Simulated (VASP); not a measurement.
# TiNi (P4/mmm) in VASP: a series of runs

One crystal, TiNi, is run at these levels: LDA; tasks: single point, relaxation of cell and atoms.

Everything below comes from runs of VASP 6.6.1. Logs are shortened: lines on timing, memory, paths and dates and some standing lists are left out, and cuts for length are marked.

## Step 1: The cell of the first run

The structure is tetragonal, space group P4/mmm (No. 123). Conventional cell: a = 2.702 Å, b = 2.702 Å, c = 3.420 Å, α = 90.00°, β = 90.00°, γ = 90.00°. Around Ti (site symmetry 4/mmm) lie 8 Ni at 2.56 Å and 4 Ti at 2.70 Å. Ni (site symmetry 4/mmm) has 8 Ti at 2.56 Å and 4 Ni at 2.70 Å as nearest neighbours.

The cell comes from a database or a generator and needn't be the stable form of this composition.

## Step 2: Single point, LDA (cell and atoms relaxed by PAW)

File INCAR:

```
SYSTEM = TiNi
ALGO = Normal ; EDIFF = 1E-7
ENCUT = 520 ; GGA = CA
ISIF = 2 ; ISMEAR = -1
LASPH = .TRUE. ; LCHARG = .TRUE.
LELF = .TRUE. ; LREAL = .FALSE.
LVHAR = .TRUE. ; LWAVE = .FALSE.
NBANDS = 18 ; NELM = 100
PREC = Accurate ; SIGMA = 0.05
```

File KPOINTS:

```
k-points
0
G
  14 14 10
  0 0 0
```

File POSCAR:

```
TiNi
1.0
    2.7022439353      0.0000000000      0.0000000000
    0.0000000000      2.7022439353      0.0000000000
    0.0000000000      0.0000000000      3.4203066488
Ti Ni
1 1
Direct
    0.5000000000      0.5000000000      0.5000000000
    0.0000000000      0.0000000000      0.0000000000
```

Potentials or basis: VASP PAW LDA potentials, release 64 (Ti_sv, Ni).

The run is started by

```bash
cat potpaw_LDA.64/Ti_sv/POTCAR potpaw_LDA.64/Ni/POTCAR > POTCAR
mpirun -np 1 vasp_std > vasp.out
```

OUTCAR:

```text
SYSTEM = TiNi
   EDIFF = 1E-7
   ENCUT = 520
   GGA = CA
   ISIF = 2
   ISMEAR = -1
   LASPH = .TRUE.
   LREAL = .FALSE.
   NELM = 100
   PREC = Accurate

 ion  position               nearest neighbor table
   1  0.500  0.500  0.500-   2 2.56   2 2.56   2 2.56   2 2.56   2 2.56   2 2.56   2 2.56   2 2.56

   2  0.000  0.000  0.000-   1 2.56   1 2.56   1 2.56   1 2.56   1 2.56   1 2.56   1 2.56   1 2.56

  LATTYP: Found a simple tetragonal cell.
 ALAT       =     2.7022439353
 C/A-ratio  =     1.2657283098

  Lattice vectors:

 A1 = (   2.7022439353,   0.0000000000,   0.0000000000)
 A2 = (   0.0000000000,   2.7022439353,   0.0000000000)
 A3 = (   0.0000000000,   0.0000000000,   3.4203066488)

Analysis of symmetry for initial positions (statically):
=====================================================================
 Subroutine PRICEL returns:
 Original cell was already a primitive cell.

 Routine SETGRP: Setting up the symmetry group for a
 simple tetragonal supercell.

 Subroutine GETGRP returns: Found 16 space group operations
 (whereof 16 operations were pure point group operations)
 out of a pool of 16 trial point group operations.

The static configuration has the point symmetry D_4h.

Analysis of symmetry for dynamics (positions and initial velocities):
=====================================================================
 Subroutine PRICEL returns:
 Original cell was already a primitive cell.

 Routine SETGRP: Setting up the symmetry group for a
 simple tetragonal supercell.

 Subroutine GETGRP returns: Found 16 space group operations
 (whereof 16 operations were pure point group operations)
 out of a pool of 16 trial point group operations.

The dynamic configuration has the point symmetry D_4h.

 Subroutine INISYM returns: Found 16 space group operations
 (whereof 16 operations are pure point group operations),
 and found     1 'primitive' translations

----------------------------------------------------------------------------------------

                                     Primitive cell

  volume of cell :      24.9755

  direct lattice vectors                    reciprocal lattice vectors
     2.702243935  0.000000000  0.000000000     0.370062816  0.000000000  0.000000000
     0.000000000  2.702243935  0.000000000     0.000000000  0.370062816  0.000000000
[... 81 lines left out ...]
   LSORBIT =      F    spin-orbit coupling
   LASPH  =      T    aspherical Exc in radial PAW
   ENCUT  =  520.0 eV  38.22 Ry    6.18 a.u.   5.02  5.02  6.36*2*pi/ulx,y,z
   NELM   =    100;   NELMIN=  2; NELMDL= -5     # of ELM steps
   EDIFF  = 0.1E-06   stopping-criterion for ELM
   LREAL  =      F    real-space projection
   EDIFFG = 0.1E-05   stopping-criterion for IOM
   NSW    =      0    number of steps for IOM
   IBRION =     -1    ionic relax: 0-MD 1-quasi-New 2-CG
   NFREE  =      0    steps in history (QN), initial steepest desc. (CG)
   ISIF   =      2    stress and relaxation
   ISYM   =      2    0-nonsym 1-usesym 2-fastsym
   POTIM  = 0.5000    time-step for ionic-motion
   TEBEG  =    0.0;   TEEND  =   0.0 temperature during run
   PSTRESS=    0.0 pullay stress
   NELECT =      22.0000    total number of electrons
   NUPDOWN=      -1.0000    fix difference up-down
   EMIN   =  10.00;   EMAX   =-10.00  energy-range for DOS
   EFERMI =   0.00;   METHOD = LEGACY
   ISMEAR =    -1;   SIGMA  =   0.05  broadening in eV -4-tet -1-fermi 0-gaus
   EFERMI_NEDOS =   21; number of points for ismear=-14 and -15
   IALGO  =     38    algorithm
   IMIX   =      4    mixing-type and parameters
     AMIX     =   0.40;   BMIX     =  1.00
     AMIX_MAG =   1.60;   BMIX_MAG =  1.00
  volume/ion in A,a.u.               =      12.49        84.27
  Fermi-wavevector in a.u.,A,eV,Ry     =   1.569318  2.965581 33.507878  2.462760
  Thomas-Fermi vector in A             =   2.671218
   LORBIT       =      0    0 simple, 1 ext, 2 COOP (PROOUT), +10 PAW based schemes
   GGA     = CA    functional components
   LHFCALC =     F    Hartree Fock is set to
   AEXX    =    0.0000 exact exchange contribution
   IVDW    =     0    specifies the selected vdW correction
   LEPSILON=     F    determine dielectric tensor
   LRPA    =     F    only Hartree local field effects (RPA)
 non-spin polarized calculation
  energy-cutoff  :      520.00
  volume of cell :       24.98
 maximum number of plane-waves:       704
   NGX = 11   NGY = 11   NGZ = 13

 number of electron      22.0000004 magnetization

 Free energy of the ion-electron system (eV)
  ---------------------------------------------------
  ext. energy  EPLUGINS =         0.00000000
  ---------------------------------------------------
  free energy    TOTEN  =       -15.88138100 eV

  energy without entropy =      -15.86078476  energy(sigma->0) =      -15.87108288

 E-fermi :  10.0408     XC(G=0): -13.1759

 val. band max:       10.0253080919   @ k =   0.5000   0.1429   0.1000
 cond. band min:      10.0424710143   @ k =   0.2143   0.0714   0.1000
 fundamental gap:      0.0171629224
 Fermi energy:        10.0408350496

 k-point     1 :       0.0000    0.0000    0.0000
  band No.  band energies     occupation
      1     -46.0407      2.00000
      2     -22.6690      2.00000
      3     -22.2887      2.00000
      4     -22.2887      2.00000
      5       2.1576      2.00000
      6       5.7426      2.00000
[... 481 lines left out ...]
      5       5.3747      2.00000
      6       6.6191      2.00000
[... 10 lines left out ...]
     17      21.5051      0.00000
     18      21.8720      0.00000

 [... further k-points ...]

------------------------ aborting loop because EDIFF is reached ----------------------------------------

  FORCE on cell =-STRESS in cart. coord.  units (eV):
  Direction    XX          YY          ZZ          XY          YZ          ZX
  --------------------------------------------------------------------------------------
  -------------------------------------------------------------------------------------
  Total        0.0035236      0.0035236     -0.0146403      0.0000000     -0.0000000      0.0000000
  in kB        0.2260406      0.2260406     -0.9391724      0.0000000     -0.0000000      0.0000000
  external PRESSURE =      -0.1623637 kB  Pullay stress =       0.0000000 kB

 VOLUME and BASIS-vectors are now :
 -----------------------------------------------------------------------------
  energy-cutoff  :      520.00
  volume of cell :       24.98
      direct lattice vectors                 reciprocal lattice vectors
     2.702243935  0.000000000  0.000000000     0.370062816  0.000000000  0.000000000
     0.000000000  2.702243935  0.000000000     0.000000000  0.370062816  0.000000000
     0.000000000  0.000000000  3.420306649     0.000000000  0.000000000  0.292371446

 POSITION                                       TOTAL-FORCE (eV/Angst)
 -----------------------------------------------------------------------------------
      1.35112      1.35112      1.71015         0.000000      0.000000      0.000000
      0.00000      0.00000      0.00000         0.000000      0.000000      0.000000
 -----------------------------------------------------------------------------------
    total drift:                               -0.000000      0.000000      0.000000

  FREE ENERGIE OF THE ION-ELECTRON SYSTEM (eV)
  ---------------------------------------------------
  free  energy   TOTEN  =       -15.8813809965 eV

  energy  without entropy=      -15.8607847628  energy(sigma->0) =      -15.87108288
```

OSZICAR:

```text
N       E                     dE             d eps       ncg     rms          rms(c)
DAV:   1     0.170136585488E+03    0.17014E+03   -0.11120E+04  7936   0.163E+03
DAV:   2    -0.370535680330E+01   -0.17384E+03   -0.16906E+03  7968   0.361E+02
DAV:   3    -0.176222797584E+02   -0.13917E+02   -0.13679E+02 11950   0.984E+01
DAV:   4    -0.181644453250E+02   -0.54217E+00   -0.53649E+00  9246   0.163E+01
DAV:   5    -0.181820067155E+02   -0.17561E-01   -0.17554E-01  9516   0.289E+00    0.151E+01
DAV:   6    -0.183103692842E+02   -0.12836E+00   -0.28051E+01  8196   0.736E+01    0.140E+01
DAV:   7    -0.163127342051E+02    0.19976E+01   -0.12245E+01  9592   0.506E+01    0.872E+00
DAV:   8    -0.159103351622E+02    0.40240E+00   -0.29322E+00 10366   0.202E+01    0.195E+00
DAV:   9    -0.158920761818E+02    0.18259E-01   -0.32328E-01 10690   0.705E+00    0.180E+00
DAV:  10    -0.158815134649E+02    0.10563E-01   -0.99711E-02 10294   0.405E+00    0.265E-01
DAV:  11    -0.158813924976E+02    0.12097E-03   -0.44763E-03  9792   0.922E-01    0.607E-02
DAV:  12    -0.158813931159E+02   -0.61824E-06   -0.30644E-04 10432   0.187E-01    0.293E-02
DAV:  13    -0.158813840401E+02    0.90758E-05   -0.52366E-05 11412   0.930E-02    0.137E-02
DAV:  14    -0.158813814870E+02    0.25531E-05   -0.25540E-06  8336   0.161E-02    0.884E-03
DAV:  15    -0.158813810246E+02    0.46243E-06   -0.17215E-06 11882   0.149E-02    0.231E-03
DAV:  16    -0.158813809965E+02    0.28083E-07   -0.13604E-07  5156   0.405E-03
   1 F= -.15881381E+02 E0= -.15871083E+02  d E =-.205962E-01
```

stdout:

```text
POSCAR found type information on POSCAR TiNi
 POSCAR found :  2 types and       2 ions
 scaLAPACK will be used
 LDA part: xc-table for (Slater(with rela. corr.)+CA(PZ))
 , standard interpolation
 POSCAR, INCAR and KPOINTS ok, starting setup
 FFT: planning ... GRIDC
 FFT: planning ... GRID_SOFT
 FFT: planning ... GRID
 WAVECAR not read
 entering main loop
```

Wall time 66 s (1 thread of Intel Xeon Platinum 8559C (Emerald Rapids), shared host); peak memory 0.21 GiB.

Results:

| Item | Value |
| --- | --- |
| Free energy | -15.8814 eV |
| Pressure | 0.0 GPa |
| Band gap on the k mesh | none (metal or under the smearing width) |

Levels at points of the mesh, in eV from the Fermi level:
| k point | band 8 | band 9 | band 10 | band 11 | band 12 | band 13 | band 14 | band 15 |
| --- | --- | --- | --- | --- | --- | --- | --- | --- |
| (0.00, 0.00, 0.00) | -2.10 | -2.10 | -1.43 | -0.24 | 0.75 | 3.11 | 3.11 | 3.52 |
| (0.50, 0.00, 0.00) | -2.62 | -1.92 | -1.69 | -0.70 | -0.52 | 0.36 | 1.52 | 2.75 |
| (0.50, 0.50, 0.00) | -3.59 | -0.90 | 0.03 | 2.18 | 2.18 | 2.37 | 2.37 | 2.42 |
| (0.00, 0.00, 0.50) | -1.85 | -1.85 | -1.66 | -1.34 | -1.16 | 1.88 | 1.88 | 2.16 |
| (0.50, 0.00, 0.50) | -2.25 | -2.00 | -0.40 | 0.12 | 0.28 | 0.81 | 2.48 | 3.12 |
| (0.50, 0.50, 0.50) | -2.73 | -1.73 | -1.73 | -1.59 | -0.90 | 2.98 | 4.53 | 7.38 |

Spin polarisation is off, so any magnetic state and its effect on volume and gap are missing.

## Step 3: Relaxation of cell and atoms, LDA (cell and atoms relaxed by PAW)

File INCAR:

```
SYSTEM = TiNi
ALGO = Fast
EDIFF = 1E-6
EDIFFG = -0.002
ENCUT = 600
GGA = CA
IBRION = 2
ISIF = 3
ISMEAR = -1
LASPH = .True.
LCHARG = .False.
LREAL = .False.
LWAVE = .False.
NELM = 100
NSW = 100
PREC = Accurate
SIGMA = 0.05
```

File KPOINTS:

```
k-points
0
Gamma
  14 14 10
  0 0 0
```

File POSCAR:

```
TiNi
1.0
    2.7358030000      0.0000000000      0.0000000000
    0.0000000000      2.7358030000      0.0000000000
    0.0000000000      0.0000000000      3.5814100000
Ti Ni
1 1
Direct
    0.5000000000      0.5000000000      0.5000000000
    0.0000000000      0.0000000000      0.0000000000
```

Potentials or basis: VASP PAW LDA potentials, release 64 (Ti_sv, Ni).

The run is started by

```bash
cat potpaw_LDA.64/Ti_sv/POTCAR potpaw_LDA.64/Ni/POTCAR > POTCAR
mpirun -np 1 vasp_std > vasp.out
```

Wall time 34 min (1 thread of Intel Xeon Platinum 8559C (Emerald Rapids), shared host); peak memory 0.28 GiB.

Results (log left out):

| Quantity | Value |
| --- | --- |
| Free energy | -15.8821 eV |
| Relaxed volume | 12.49 Å³/atom |
| Relaxed cell | a = 2.707 Å, b = 2.707 Å, c = 3.411 Å, α = 90.00°, β = 90.00°, γ = 90.00° |
| Space group after relaxing (to 0.05 Å) | P4/mmm (No. 123) |
| Energy gained by relaxing | 38.9 meV/atom |
| Ionic steps | 82 |
| Pressure after relaxing | 0.0 GPa |
| Band gap on the k mesh | none (metal or under the smearing width) |

The path:
```
step  energy change (eV)  largest force (eV/Å)  pressure (GPa)  volume (Å³)
   1              0.0000                0.0000          -11.82        26.81
   4             -0.0761                0.0000           -0.14        24.90
   7             -0.0774                0.0000            0.34        24.90
  10             -0.0777                0.0000            0.34        24.93
  13             -0.0778                0.0000           -0.10        24.96
  16             -0.0778                0.0000            0.12        24.94
  19             -0.0778                0.0000            0.16        24.95
  22             -0.0778                0.0000            0.24        24.98
  25             -0.0778                0.0000            0.41        24.99
  28             -0.0778                0.0000            0.26        24.99
  31             -0.0778                0.0000            0.01        24.99
  34             -0.0778                0.0000            0.22        24.99
  37             -0.0778                0.0000           -0.11        24.99
  40             -0.0778                0.0000           -0.06        24.99
  43             -0.0778                0.0000            0.06        24.99
  46             -0.0778                0.0000            0.15        24.99
  49             -0.0778                0.0000            0.08        24.99
  52             -0.0778                0.0000           -0.03        24.99
  55             -0.0778                0.0000            0.25        24.99
  58             -0.0778                0.0000           -0.17        24.99
  61             -0.0778                0.0000           -0.04        24.99
  64             -0.0778                0.0000            0.65        24.99
  67             -0.0778                0.0000           -0.51        24.99
  70             -0.0778                0.0000            0.56        24.99
  73             -0.0778                0.0000            0.05        24.99
  76             -0.0778                0.0000            0.08        24.99
  79             -0.0778                0.0000           -0.07        24.99
  82             -0.0778                0.0000           -0.02        24.99
```

Final structure:
```cif
data_structure
_symmetry_space_group_name_H-M 'P 1'
_symmetry_Int_Tables_number 1
_cell_length_a 2.7065
_cell_length_b 2.7065
_cell_length_c 3.4113
_cell_angle_alpha 90.000
_cell_angle_beta 90.000
_cell_angle_gamma 90.000
_cell_volume 24.99
loop_
_atom_site_label
_atom_site_type_symbol
_atom_site_fract_x
_atom_site_fract_y
_atom_site_fract_z
_atom_site_occupancy
Ti1 Ti 0.50000 0.50000 0.50000 1
Ni1 Ni 0.00000 0.00000 0.00000 1
```

Levels at points of the mesh, in eV from the Fermi level:
```tsv
k point	band 8	band 9	band 10	band 11	band 12	band 13	band 14	band 15
(0.00, 0.00, 0.00)	-2.11	-2.11	-1.44	-0.22	0.75	3.10	3.10	3.50
(0.50, 0.00, 0.00)	-2.62	-1.93	-1.70	-0.68	-0.52	0.34	1.51	2.73
(0.50, 0.50, 0.00)	-3.58	-0.91	0.02	2.14	2.14	2.37	2.37	2.39
(0.00, 0.00, 0.50)	-1.85	-1.85	-1.65	-1.35	-1.16	1.86	1.86	2.19
(0.50, 0.00, 0.50)	-2.27	-1.98	-0.41	0.12	0.29	0.81	2.47	3.11
(0.50, 0.50, 0.50)	-2.73	-1.74	-1.74	-1.59	-0.91	2.98	4.51	7.35
```

Spin polarisation is off, so any magnetic state and its effect on volume and gap are missing.
